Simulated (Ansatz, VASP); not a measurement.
# Two plane-wave programs on Mo

```
CELL_PARAMETERS angstrom
-1.41807 1.64185 1.64185
1.64185 -1.41807 1.64185
1.64185 1.64185 -1.41807
ATOMIC_POSITIONS crystal
Mo 0.00000 0.00000 0.00000
```

Alike in both runs: task single point; functional PBE; k mesh 22 × 22 × 22; occupations gaussian, width 0.15 eV; no spin polarisation.

|  | VASP | Ansatz |
| --- | --- | --- |
| version | VASP 6.6.1 | Ansatz 0.2.0 |
| potentials or method | VASP PAW PBE potentials, release 64 (Mo_sv) | scalar-relativistic, plane waves, PAW |
| plane-wave cutoff (eV) | 520 | 420 |
| valence electrons in the cell | 14 | 14 |

```csv
,VASP,Ansatz,Ansatz less VASP
gap on the k mesh at the Fermi level (eV),none,none,-
pressure (GPa),-16.1,-16.4,-0.34
largest component of the traceless stress (GPa),7.31,7.28,-0.034
```

A gap of «none» marks a metal or a gap that the smearing closes.

Caveats: so large a pressure means that the cell lies far from this level's equilibrium, or that cutoff or potentials fall short (VASP).
